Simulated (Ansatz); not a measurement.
# Phonons of LiH

Computed with Ansatz (plane waves, PAW, 500 eV cutoff): r²SCAN, scalar-relativistic, no spin polarisation, Gaussian smearing of 0.05 eV; PAW files: Ansatz's generated set soft_2.

```cif
data_structure
_symmetry_space_group_name_H-M 'P 1'
_symmetry_Int_Tables_number 1
_cell_length_a 2.8312
_cell_length_b 2.8312
_cell_length_c 2.8312
_cell_angle_alpha 60.000
_cell_angle_beta 60.000
_cell_angle_gamma 60.000
_cell_volume 16.05
loop_
_atom_site_label
_atom_site_type_symbol
_atom_site_fract_x
_atom_site_fract_y
_atom_site_fract_z
_atom_site_occupancy
Li1 Li 0.00000 0.00000 0.00000 1
H1 H 0.50000 0.50000 0.50000 1
```

The chain of runs began from a cell as deposited in COD, expanded in volume.

Force constants come from finite displacements in a 2×2×2 supercell (the unit cell's 10×10×10 k-mesh, folded to it); the long-range dipole term is included. Points in reciprocal vectors of this cell: Γ = (0.000, 0.000, 0.000), X = (0.500, 0.000, 0.500), U = (0.625, 0.250, 0.625), K = (0.375, 0.375, 0.750), L = (0.500, 0.500, 0.500), W = (0.500, 0.250, 0.750).

Problem. Is the structure dynamically stable along this path, and where does the spectrum end?

Solution. Yes: no branch is imaginary beyond numerical noise. The highest frequency is 1126 cm⁻¹, at Γ. Points that don't fit the supercell are interpolated.

Frequencies at the named points (cm⁻¹, imaginary ones negative):
| point | ω (cm⁻¹) |
| --- | --- |
| Γ | 0 0 0 606 606 1126 |
| X | 320 320 422 847 847 1072 |
| U | 302 396 407 839 932 1007 |
| K | 302 396 407 839 932 1007 |
| L | 276 276 533 786 786 1102 |
| W | 345 387 387 872 959 959 |

Problem. What does the harmonic approximation give for the vibrational free energy, entropy and heat capacity?

Solution. Zero-point energy 114.4 meV/atom.
```json
{"T (K)": "100", "F_vib (meV/atom)": "114.2", "S (J/K per mole of atoms)": "0.9", "C_V (J/K per mole of atoms)": "2.8"}
{"T (K)": "200", "F_vib (meV/atom)": "111.4", "S (J/K per mole of atoms)": "4.8", "C_V (J/K per mole of atoms)": "8.8"}
{"T (K)": "300", "F_vib (meV/atom)": "104.2", "S (J/K per mole of atoms)": "9.2", "C_V (J/K per mole of atoms)": "13.4"}
{"T (K)": "400", "F_vib (meV/atom)": "92.3", "S (J/K per mole of atoms)": "13.6", "C_V (J/K per mole of atoms)": "16.7"}
{"T (K)": "500", "F_vib (meV/atom)": "76.1", "S (J/K per mole of atoms)": "17.6", "C_V (J/K per mole of atoms)": "18.9"}
{"T (K)": "600", "F_vib (meV/atom)": "56.0", "S (J/K per mole of atoms)": "21.1", "C_V (J/K per mole of atoms)": "20.4"}
{"T (K)": "700", "F_vib (meV/atom)": "32.4", "S (J/K per mole of atoms)": "24.4", "C_V (J/K per mole of atoms)": "21.4"}
{"T (K)": "800", "F_vib (meV/atom)": "5.6", "S (J/K per mole of atoms)": "27.3", "C_V (J/K per mole of atoms)": "22.2"}
{"T (K)": "900", "F_vib (meV/atom)": "-24.0", "S (J/K per mole of atoms)": "29.9", "C_V (J/K per mole of atoms)": "22.7"}
{"T (K)": "1000", "F_vib (meV/atom)": "-56.3", "S (J/K per mole of atoms)": "32.3", "C_V (J/K per mole of atoms)": "23.1"}
```

The highest mode, 1126 cm⁻¹, is worth 1620 K. At 300 K the heat capacity has reached 54 % of the classical limit 3R = 24.9 J/K per mole of atoms, since the stiffer modes are still partly frozen out.

Cost: 24 s on 4 threads of Arm Neoverse V1, on a shared host, peak memory 0.55 GiB.

